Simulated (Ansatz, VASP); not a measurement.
Re: VASP beside Ansatz

```
CELL_PARAMETERS angstrom
2.58049 0.00000 0.00000
0.00000 2.58049 0.00000
0.00000 0.00000 2.58049
ATOMIC_POSITIONS crystal
Re 0.00000 0.00000 0.00000
```

Alike in both runs: functional PBE; k mesh 12 × 12 × 12; occupations fermi-dirac, width 0.1 eV; no spin polarisation.

Ansatz relaxed the structure, and its values are those at the end. VASP's run is a single point on that final structure, the one shown.

|  | VASP | Ansatz |
| --- | --- | --- |
| version | VASP 6.6.1 | Ansatz 0.2.0 |
| potentials or method | VASP PAW PBE potentials, release 64 (Re) | plane waves (420 eV) with PAW, scalar-relativistic |
| plane-wave cutoff (eV) | 520 | 420 |
| valence electrons in the cell | 7 | 15 |

```tsv
	VASP	Ansatz	Ansatz less VASP
pressure (GPa)	-1.0	0.0	+1.02
```

The two sets of potentials don't hold the same shells in valence.

Spin-orbit coupling is left out, which matters for the levels of Re.
